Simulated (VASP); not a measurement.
# TaSi2 (P6_422) in VASP: notebook, part 2 of 3

VASP 6.6.1.

**3. Electric field gradients, PBE**

Contents of INCAR:

```
SYSTEM = TaSi2
  PREC = Accurate
  ENCUT = 520
  EDIFF = 1E-8
  ISMEAR = 0
  SIGMA = 0.02
  LREAL = .False.
  LASPH = .True.
  NELM = 100
  ALGO = Normal
  ISIF = 2
  LWAVE = .False.
  LCHARG = .False.
  GGA = PE
  LEFG = .True.
```

Contents of KPOINTS:

```
regular mesh
0
Gamma
  5 5 3
  0 0 0
```

Contents of POSCAR:

```
TaSi2
1.0
    4.7839000000      0.0000000000      0.0000000000
   -2.3919500000      4.1429789292      0.0000000000
    0.0000000000      0.0000000000      6.5700000000
Ta Si
3 6
Direct
    0.0000000000      0.5000000000      0.3333333333
    0.5000000000      0.5000000000      0.6666666667
    0.5000000000      0.0000000000      0.0000000000
    0.3179400000      0.1589700000      0.3333333333
    0.1589700000      0.8410300000      0.6666666667
    0.8410300000      0.6820600000      0.0000000000
    0.6820600000      0.8410300000      0.3333333333
    0.8410300000      0.1589700000      0.6666666667
    0.1589700000      0.3179400000      0.0000000000
```

Potentials or basis: VASP PAW PBE potentials, release 64 (Ta_pv, Si).

The run is started by

```sh
$ cat potpaw_PBE.64/Ta_pv/POTCAR potpaw_PBE.64/Si/POTCAR > POTCAR
$ mpirun -np 1 vasp_std > vasp.out
```

OUTCAR:

```text
SYSTEM = TaSi2
   PREC = Accurate
   ENCUT = 520
   EDIFF = 1E-8
   ISMEAR = 0
   LREAL = .False.
   LASPH = .True.
   NELM = 100
   ISIF = 2
   GGA = PE

 ion  position               nearest neighbor table
   1  0.000  0.500  0.333-   6 2.61   9 2.61   8 2.61   5 2.61   4 2.73   7 2.73   4 2.73   7 2.73
                             7 2.83   4 2.83   3 3.24   3 3.24   2 3.24   2 3.24
   2  0.500  0.500  0.667-   6 2.61   9 2.61   7 2.61   4 2.61   5 2.73   8 2.73   5 2.73   8 2.73
                             8 2.83   5 2.83   3 3.24   3 3.24   1 3.24   1 3.24
   3  0.500  0.000  0.000-   4 2.61   7 2.61   5 2.61   8 2.61   9 2.73   6 2.73   9 2.73   6 2.73
                             9 2.83   6 2.83   2 3.24   1 3.24   2 3.24   1 3.24
   4  0.318  0.159  0.333-   9 2.56   5 2.56   3 2.61   2 2.61   7 2.63   1 2.73   1 2.73   1 2.83
                             7 2.83   7 2.83
   5  0.159  0.841  0.667-   6 2.56   4 2.56   3 2.61   1 2.61   8 2.63   2 2.73   2 2.73   2 2.83
                             8 2.83   8 2.83
   6  0.841  0.682  0.000-   5 2.56   7 2.56   1 2.61   2 2.61   9 2.63   3 2.73   3 2.73   3 2.83
                             9 2.83   9 2.83
[... 630 lines left out ...]
   1     -53.806    -1.108    54.914       0.960
   2     -53.805    -1.108    54.913       0.960
   3     -53.806    -1.108    54.914       0.960
   4      22.928     5.801   -28.729       0.596
   5      22.928     5.801   -28.729       0.596
   6      22.928     5.801   -28.729       0.596
   7      22.928     5.801   -28.729       0.596
   8      22.928     5.801   -28.729       0.596
   9      22.928     5.801   -28.729       0.596
----------------------------------------------------------------------

           NMR quadrupolar parameters

 Cq : quadrupolar parameter    Cq=e*Q*V_zz/h
 eta: asymmetry parameters     (V_yy - V_xx)/ V_zz
 Q  : nuclear electric quadrupole moment in mb (millibarn)
----------------------------------------------------------------------
 ion       Cq(MHz)       eta       Q (mb)
----------------------------------------------------------------------
   1       0.133       0.960       1.000
   2       0.133       0.960       1.000
   3       0.133       0.960       1.000
   4      -0.069       0.596       1.000
   5      -0.069       0.596       1.000
   6      -0.069       0.596       1.000
   7      -0.069       0.596       1.000
   8      -0.069       0.596       1.000
   9      -0.069       0.596       1.000
----------------------------------------------------------------------
```

OSZICAR:

```text
N       E                     dE             d eps       ncg     rms          rms(c)
DAV:   1     0.389876517251E+03    0.38988E+03   -0.28652E+04   688   0.159E+03
DAV:   2    -0.518454274435E+02   -0.44172E+03   -0.43469E+03   776   0.386E+02
DAV:   3    -0.739899211339E+02   -0.22144E+02   -0.21757E+02   862   0.712E+01
DAV:   4    -0.744765488997E+02   -0.48663E+00   -0.48453E+00   848   0.109E+01
DAV:   5    -0.744858923149E+02   -0.93434E-02   -0.93294E-02   872   0.145E+00    0.316E+01
DAV:   6    -0.724385139489E+02    0.20474E+01   -0.95315E+00   830   0.145E+01    0.145E+01
DAV:   7    -0.722212701490E+02    0.21724E+00   -0.52422E-01   864   0.398E+00    0.447E+00
DAV:   8    -0.721963680490E+02    0.24902E-01   -0.49025E-02   880   0.117E+00    0.498E-01
DAV:   9    -0.721958795059E+02    0.48854E-03   -0.30963E-03   856   0.321E-01    0.247E-01
DAV:  10    -0.721958736168E+02    0.58890E-05   -0.39916E-04   880   0.129E-01    0.523E-02
DAV:  11    -0.721958570443E+02    0.16573E-04   -0.36953E-05   856   0.341E-02    0.993E-03
DAV:  12    -0.721958551593E+02    0.18850E-05   -0.32797E-06   880   0.961E-03    0.369E-03
DAV:  13    -0.721958545481E+02    0.61120E-06   -0.44101E-07   848   0.295E-03    0.142E-03
DAV:  14    -0.721958543714E+02    0.17672E-06   -0.40106E-08   720   0.110E-03    0.289E-04
DAV:  15    -0.721958543732E+02   -0.17362E-08   -0.27570E-09   568   0.298E-04
   1 F= -.72195854E+02 E0= -.72195389E+02  d E =-.931587E-03
```

Run time: 70 s. Hardware: 1 thread of Intel Xeon Platinum 8488C (Sapphire Rapids), shared host; peak memory 0.24 GiB.

What came out:

* Free energy: -72.1959 eV
* Pressure: 2.6 GPa
* Largest force: 0.054 eV/Å
* Band gap on the k mesh: none (metal or under the smearing width)

Forces in eV/Å, atoms in the order of the input:
```
Ta   0.000  0.000  0.000
Ta   0.000  0.000  0.000
Ta   0.000  0.000  0.000
Si  -0.047 -0.027  0.000
Si  -0.047  0.027  0.000
Si   0.000  0.054  0.000
Si   0.047  0.027  0.000
Si   0.047 -0.027  0.000
Si   0.000 -0.054  0.000
```

Electric field gradients, principal values (V/Å²):
| atom | Vxx | Vyy | Vzz |
| --- | --- | --- | --- |
| 1 Ta | -1.108 | -53.806 | 54.914 |
| 2 Ta | -1.108 | -53.805 | 54.913 |
| 3 Ta | -1.108 | -53.806 | 54.914 |
| 4 Si | 5.801 | 22.928 | -28.729 |
| 5 Si | 5.801 | 22.928 | -28.729 |
| 6 Si | 5.801 | 22.928 | -28.729 |
| 7 Si | 5.801 | 22.928 | -28.729 |
| 8 Si | 5.801 | 22.928 | -28.729 |
| 9 Si | 5.801 | 22.928 | -28.729 |

Spin-orbit coupling is left out, which matters for the levels of Ta.

**4. Core levels, PBE**

Contents of INCAR:

```
SYSTEM = TaSi2
ALGO = Normal
EDIFF = 1E-7
ENCUT = 520
GGA = PE
ICORELEVEL = 1
ISIF = 2
ISMEAR = 0
LASPH = .True.
LCHARG = .False.
LREAL = .False.
LWAVE = .False.
NELM = 80
PREC = Accurate
SIGMA = 0.02
```

Contents of KPOINTS:

```
k-points
0
Gamma
  5 5 3
  0 0 0
```

POSCAR is that of step 3.

Potentials or basis: VASP PAW PBE potentials, release 64 (Ta_pv, Si).

The run is started by

```sh
$ cat potpaw_PBE.64/Ta_pv/POTCAR potpaw_PBE.64/Si/POTCAR > POTCAR
$ mpirun -np 1 vasp_std > vasp.out
```

OUTCAR:

```text
SYSTEM = TaSi2
   EDIFF = 1E-7
   ENCUT = 520
   GGA = PE
   ISIF = 2
   ISMEAR = 0
   LASPH = .True.
   LREAL = .False.
   NELM = 80
   PREC = Accurate

 ion  position               nearest neighbor table
   1  0.000  0.500  0.333-   6 2.61   9 2.61   8 2.61   5 2.61   4 2.73   7 2.73   4 2.73   7 2.73
                             7 2.83   4 2.83   3 3.24   3 3.24   2 3.24   2 3.24
   2  0.500  0.500  0.667-   6 2.61   9 2.61   7 2.61   4 2.61   5 2.73   8 2.73   5 2.73   8 2.73
                             8 2.83   5 2.83   3 3.24   3 3.24   1 3.24   1 3.24
   3  0.500  0.000  0.000-   4 2.61   7 2.61   5 2.61   8 2.61   9 2.73   6 2.73   9 2.73   6 2.73
                             9 2.83   6 2.83   2 3.24   1 3.24   2 3.24   1 3.24
   4  0.318  0.159  0.333-   9 2.56   5 2.56   3 2.61   2 2.61   7 2.63   1 2.73   1 2.73   1 2.83
                             7 2.83   7 2.83
   5  0.159  0.841  0.667-   6 2.56   4 2.56   3 2.61   1 2.61   8 2.63   2 2.73   2 2.73   2 2.83
                             8 2.83   8 2.83
   6  0.841  0.682  0.000-   5 2.56   7 2.56   1 2.61   2 2.61   9 2.63   3 2.73   3 2.73   3 2.83
                             9 2.83   9 2.83
   7  0.682  0.841  0.333-   6 2.56   8 2.56   3 2.61   2 2.61   4 2.63   1 2.73   1 2.73   1 2.83
                             4 2.83   4 2.83
   8  0.841  0.159  0.667-   9 2.56   7 2.56   3 2.61   1 2.61   5 2.63   2 2.73   2 2.73   2 2.83
                             5 2.83   5 2.83
   9  0.159  0.318  0.000-   8 2.56   4 2.56   1 2.61   2 2.61   6 2.63   3 2.73   3 2.73   3 2.83
                             6 2.83   6 2.83

  LATTYP: Found a hexagonal cell.
 ALAT       =     4.7839000000
 C/A-ratio  =     1.3733564665

  Lattice vectors:

 A1 = (   4.7839000000,   0.0000000000,   0.0000000000)
 A2 = (  -2.3919500000,   4.1429789292,   0.0000000000)
 A3 = (   0.0000000000,   0.0000000000,   6.5700000000)

Analysis of symmetry for initial positions (statically):
=====================================================================
 Subroutine PRICEL returns:
 Original cell was already a primitive cell.

 Routine SETGRP: Setting up the symmetry group for a
 hexagonal supercell.

 Subroutine GETGRP returns: Found 12 space group operations
 (whereof  4 operations were pure point group operations)
 out of a pool of 24 trial point group operations.

The static configuration has the point symmetry D_2 .
 The point group associated with its full space group is D_6 .

Analysis of symmetry for dynamics (positions and initial velocities):
=====================================================================
 Subroutine PRICEL returns:
 Original cell was already a primitive cell.

 Routine SETGRP: Setting up the symmetry group for a
 hexagonal supercell.

 Subroutine GETGRP returns: Found 12 space group operations
 (whereof  4 operations were pure point group operations)
 out of a pool of 24 trial point group operations.

The dynamic configuration has the point symmetry D_2 .
 The point group associated with its full space group is D_6 .

 Subroutine INISYM returns: Found 12 space group operations
 (whereof  4 operations are pure point group operations),
 and found     1 'primitive' translations

----------------------------------------------------------------------------------------

                                     Primitive cell

  volume of cell :     130.2148

  direct lattice vectors                    reciprocal lattice vectors
     4.783900000  0.000000000  0.000000000     0.209034470  0.120686107  0.000000000
    -2.391950000  4.142978929  0.000000000     0.000000000  0.241372215  0.000000000
     0.000000000  0.000000000  6.570000000     0.000000000  0.000000000  0.152207002

[... 96 lines left out ...]
   EFERMI =   0.00;   METHOD = LEGACY
   ISMEAR =     0;   SIGMA  =   0.02  broadening in eV -4-tet -1-fermi 0-gaus
   EFERMI_NEDOS =   21; number of points for ismear=-14 and -15
   IALGO  =     38    algorithm
   IMIX   =      4    mixing-type and parameters
     AMIX     =   0.40;   BMIX     =  1.00
     AMIX_MAG =   1.60;   BMIX_MAG =  1.00
  volume/ion in A,a.u.               =      14.47        97.64
  Fermi-wavevector in a.u.,A,eV,Ry     =   1.243025  2.348976 21.022500  1.545110
  Thomas-Fermi vector in A             =   2.377353
   LORBIT       =      0    0 simple, 1 ext, 2 COOP (PROOUT), +10 PAW based schemes
   GGA     = PE    functional components
   LHFCALC =     F    Hartree Fock is set to
   AEXX    =    0.0000 exact exchange contribution
   IVDW    =     0    specifies the selected vdW correction
   LEPSILON=     F    determine dielectric tensor
   LRPA    =     F    only Hartree local field effects (RPA)
 non-spin polarized calculation
 Gauss-broadening in eV      SIGMA  =   0.02
  energy-cutoff  :      520.00
  volume of cell :      130.21
 maximum number of plane-waves:      3523
 NGX is ok and might be reduce to    36
   NGX = 17   NGY = 17   NGZ = 25

 number of electron      57.0000004 magnetization

 Free energy of the ion-electron system (eV)
  ---------------------------------------------------
  ext. energy  EPLUGINS =         0.00000000
  ---------------------------------------------------
  free energy    TOTEN  =       -72.19585437 eV

  energy without entropy =      -72.19492278  energy(sigma->0) =      -72.19538858

 the core state eigenenergies are
   1-  1s -67328.3480  2s -11554.0863  2p -10121.2641  3s  -2635.6352  3p  -2209.6776
       3d  -1713.4074  4s   -525.7190  4p   -386.0385  4d   -207.4313  4f    -10.0816
       5s    -58.3345
   2-  1s -67328.3480  2s -11554.0863  2p -10121.2641  3s  -2635.6352  3p  -2209.6776
       3d  -1713.4074  4s   -525.7190  4p   -386.0385  4d   -207.4313  4f    -10.0816
       5s    -58.3345
   3-  1s -67328.3480  2s -11554.0863  2p -10121.2641  3s  -2635.6352  3p  -2209.6776
       3d  -1713.4074  4s   -525.7190  4p   -386.0385  4d   -207.4313  4f    -10.0816
       5s    -58.3345
   4-  1s  -1771.1194  2s   -124.9618  2p    -80.9963
   5-  1s  -1771.1194  2s   -124.9618  2p    -80.9963
   6-  1s  -1771.1194  2s   -124.9618  2p    -80.9963
   7-  1s  -1771.1194  2s   -124.9618  2p    -80.9963
   8-  1s  -1771.1194  2s   -124.9618  2p    -80.9963
   9-  1s  -1771.1194  2s   -124.9618  2p    -80.9963

 E-fermi :   9.3575     XC(G=0): -12.0751

 val. band max:        9.3412275253   @ k =   0.4000   0.2000   0.3333
 cond. band min:       9.4434021670   @ k =   0.2000   0.0000   0.3333
 fundamental gap:      0.1021746417
 Fermi energy:         9.3574959222

 k-point     1 :       0.0000    0.0000    0.0000
  band No.  band energies     occupation
      1     -24.9968      2.00000
      2     -24.9968      2.00000
      3     -24.9914      2.00000
      4     -24.9112      2.00000
      5     -24.9112      2.00000
      6     -24.8350      2.00000
[... 254 lines left out ...]
      2     -25.0214      2.00000
      3     -24.9643      2.00000
      4     -24.9327      2.00000
      5     -24.8767      2.00000
      6     -24.8463      2.00000
      7     -24.8200      2.00000
      8     -24.8097      2.00000
      9     -24.8009      2.00000
     10      -2.2219      2.00000
     11      -1.1898      2.00000
     12      -0.4658      2.00000
     13       0.4863      2.00000
     14       1.7611      2.00000
     15       2.3572      2.00000

------------------------ aborting loop because EDIFF is reached ----------------------------------------

  FORCE on cell =-STRESS in cart. coord.  units (eV):
  Direction    XX          YY          ZZ          XY          YZ          ZX
  --------------------------------------------------------------------------------------
  -------------------------------------------------------------------------------------
  Total        2.6657556      2.6657556      1.1216284     -0.0000000     -0.0000000      0.0000000
  in kB       32.7997644     32.7997644     13.8006449     -0.0000000     -0.0000000      0.0000000
  external PRESSURE =      26.4667246 kB  Pullay stress =       0.0000000 kB

 VOLUME and BASIS-vectors are now :
 -----------------------------------------------------------------------------
  energy-cutoff  :      520.00
  volume of cell :      130.21
      direct lattice vectors                 reciprocal lattice vectors
     4.783900000  0.000000000  0.000000000     0.209034470  0.120686107  0.000000000
    -2.391950000  4.142978929  0.000000000     0.000000000  0.241372215  0.000000000
     0.000000000  0.000000000  6.570000000     0.000000000  0.000000000  0.152207002

 POSITION                                       TOTAL-FORCE (eV/Angst)
 -----------------------------------------------------------------------------------
     -1.19598      2.07149      2.19000        -0.000000      0.000000      0.000000
      1.19598      2.07149      4.38000        -0.000000      0.000000     -0.000000
      2.39195      0.00000      0.00000        -0.000000      0.000000     -0.000000
      1.14074      0.65861      2.19000        -0.046665     -0.026942     -0.000000
     -1.25121      3.48437      4.38000        -0.046665      0.026942     -0.000000
      2.39195      2.82576      0.00000        -0.000000      0.053885     -0.000000
      1.25121      3.48437      2.19000         0.046665      0.026942     -0.000000
      3.64316      0.65861      4.38000         0.046665     -0.026942     -0.000000
     -0.00000      1.31722      0.00000         0.000000     -0.053885     -0.000000
 -----------------------------------------------------------------------------------
    total drift:                               -0.000000      0.000000      0.000000

  FREE ENERGIE OF THE ION-ELECTRON SYSTEM (eV)
  ---------------------------------------------------
  free  energy   TOTEN  =       -72.1958543695 eV

  energy  without entropy=      -72.1949227828  energy(sigma->0) =      -72.19538858
```

It took 58 s on 1 thread of Intel Xeon Platinum 8488C (Sapphire Rapids), shared host; peak memory 0.24 GiB.

Results:

```
Free energy            : -72.1959 eV
Pressure               : 2.6 GPa
Largest force          : 0.054 eV/Å
Band gap on the k mesh : none (metal or under the smearing width)
```

Forces on the atoms (eV/Å):
```
Ta   0.000  0.000  0.000
Ta   0.000  0.000  0.000
Ta   0.000  0.000  0.000
Si  -0.047 -0.027  0.000
Si  -0.047  0.027  0.000
Si   0.000  0.054  0.000
Si   0.047  0.027  0.000
Si   0.047 -0.027  0.000
Si   0.000 -0.054  0.000
```

Stress tensor (GPa, compression positive):
```
3.28 0.00 0.00
0.00 3.28 0.00
0.00 0.00 1.38
```

Levels at points of the mesh, in eV from the Fermi level:
| k point | band 26 | band 27 | band 28 | band 29 | band 30 | band 31 | band 32 | band 33 |
| --- | --- | --- | --- | --- | --- | --- | --- | --- |
| (0.00, 0.00, 0.00) | -2.44 | -2.18 | -2.18 | -1.48 | 0.74 | 2.99 | 2.99 | 3.45 |

Core levels (eV, on the scale of the bands):
```csv
atom,levels
1 Ta,"1s -67328.3, 2s -11554.1, 2p -10121.3, 3s -2635.6, 3p -2209.7, 3d -1713.4, 4s -525.7, 4p -386.0, 4d -207.4, 4f -10.1, 5s -58.3"
2 Ta,"1s -67328.3, 2s -11554.1, 2p -10121.3, 3s -2635.6, 3p -2209.7, 3d -1713.4, 4s -525.7, 4p -386.0, 4d -207.4, 4f -10.1, 5s -58.3"
3 Ta,"1s -67328.3, 2s -11554.1, 2p -10121.3, 3s -2635.6, 3p -2209.7, 3d -1713.4, 4s -525.7, 4p -386.0, 4d -207.4, 4f -10.1, 5s -58.3"
4 Si,"1s -1771.1, 2s -125.0, 2p -81.0"
5 Si,"1s -1771.1, 2s -125.0, 2p -81.0"
6 Si,"1s -1771.1, 2s -125.0, 2p -81.0"
```

(Continued in part 3 of 3.)
